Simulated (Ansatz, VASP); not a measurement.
# Rh in VASP and in Ansatz

```
CELL_PARAMETERS angstrom
2.69175 0.00000 0.00000
-1.34587 2.33112 0.00000
0.00000 0.00000 8.79807
ATOMIC_POSITIONS crystal
Rh 0.00000 0.00000 0.00000
Rh 0.33333 0.66667 0.25000
Rh 0.00000 0.00000 0.50000
Rh 0.66667 0.33333 0.75000
```

This isn't the form of Rh at room conditions, which is fcc.

Alike in both runs: task single point; functional r2SCAN; k mesh 10 × 10 × 3; no spin polarisation.

|  | VASP | Ansatz |
| --- | --- | --- |
| version | VASP 6.6.1 | Ansatz 0.2.0 |
| potentials or method | VASP PAW PBE potentials, release 64 (Rh_pv) | plane waves, PAW |
| plane-wave cutoff (eV) | 520 | 600 |
| occupations | methfessel-paxton of order 1, width 0.15 eV | cold, width 0.15 eV |
| valence electrons in the cell | 60 | 68 |

VASP gave:

- pressure (GPa): -0.3
- largest component of the traceless stress (GPa): 0.70

Q: Estimate Ansatz's values.

A: Pressure (GPa): -1.4; largest component of the traceless stress (GPa): 0.73.

The two sets of potentials don't hold the same shells in valence.

Caveats: the PAW data sets were made with another functional, which shifts forces and pressure a little (VASP).
